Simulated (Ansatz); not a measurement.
**Is this WSe3 stable against decomposition?**

Theory: Ansatz 0.2.0, DFT PBE, scalar-relativistic, plane waves, PAW. Settings: cutoff 420 eV, Γ-centred meshes spaced at most about 0.3 Å⁻¹, and about 0.25 Å⁻¹ or finer for metals (2π included), Gaussian smearing. No spin polarisation.

The zero of energy is the elements' standard structures at the same level; no fitted shifts are applied.

Temperature and zero-point effects are left out. Weakly bound directions are ill-defined at this level, which has no dispersion term (WSe3 P4/nmm, WSe2 P6_3/mmc). These runs have no spin–orbit coupling, which can matter for W. The reference form of Se is held partly by dispersion forces, which this level lacks.

The competitors are the elements and 2 reference phases of this chemical system (from databases or known types: WSe2, WSe3), relaxed at the same level; other known phases may be missing.

The candidate was reached from: WO3 type (P4/nmm).

Space group P4/nmm:1 (No. 129). a = 6.703 Å, b = 6.703 Å, c = 6.763 Å, α = 90.00°, β = 90.00°, γ = 90.00°
```tsv
atom	site	symmetry	x	y	z
W	2c	4mm	0.5000	0.0000	0.9065
Se	4d	..2/m	0.2500	0.7500	0.0000
Se	2c	4mm	0.5000	0.0000	0.5716
```

Question: Is it stable, and against what?

Answer: Not stable. Its formation energy is 0.140 eV/atom. The lowest competing mixture at this composition is this:

```
phase         space group             source  share of atoms  ΔE_f (eV/atom)
   Se                   -            element          0.2500           0.000
 WSe2  P6_3/mmc (No. 194)  Materials Project          0.7500          -0.561
```

The mixture lies at -0.421 eV/atom, and the candidate lies 0.56 eV/atom above it. The candidate matches no cell in the subsets of the Crystallography Open Database and the Materials Project at hand. A phase this far over the hull is unlikely to be made.
